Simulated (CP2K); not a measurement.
Runs of CP2K 2026.2 on Ge. The cell holds a slab with vacuum, 6 atoms: a = 3.998 Å, b = 3.998 Å, c = 22.430 Å, α = 90.00°, β = 90.00°, γ = 120.00°. The slab is cut from a database's or a generator's crystal, which needn't be the stable form of the element.

| level | cutoff radius of the dispersion sum (A) | cutoff of the non-local correlation (Ry) | gap on the mesh (eV) | largest force (eV/Å) |
| --- | --- | --- | --- | --- |
| PBE+D2 | 20 | - | none | 0.20 |
| PBE+D3(BJ) | 20 | - | none | 0.29 |
| PBE+D3 | 20 | - | none | (a) |
| PBE+D3(BJ)+ATM | 20 | - | none | 0.29 |
| PBE+rVV10 | - | 300 | none | 0.35 |
| PBE | - | - | none | 0.36 |
| PBE+D4 | 20 | - | none | 0.29 |

Alike in all rows: task single point; potentials or basis POTENTIAL_UZH Ge GTH-PBE-q4; DZVP-MOLOPT-PBE-GTH basis; no spin polarisation; cell as given; k mesh 6 × 6 × 1; smearing fermi-dirac 0.05 eV.

Task: Fill in the values left out.

Result: (a) 0.34.

Caveats: the basis of atomic orbitals isn't converged, which shifts pressures, moduli and gaps.

A k mesh can miss the band edges, and the runs leave out spin-orbit coupling on Ge.

A gap of «none» marks a metal or a gap under the smearing width.

Not every run made on this cell is shown here.
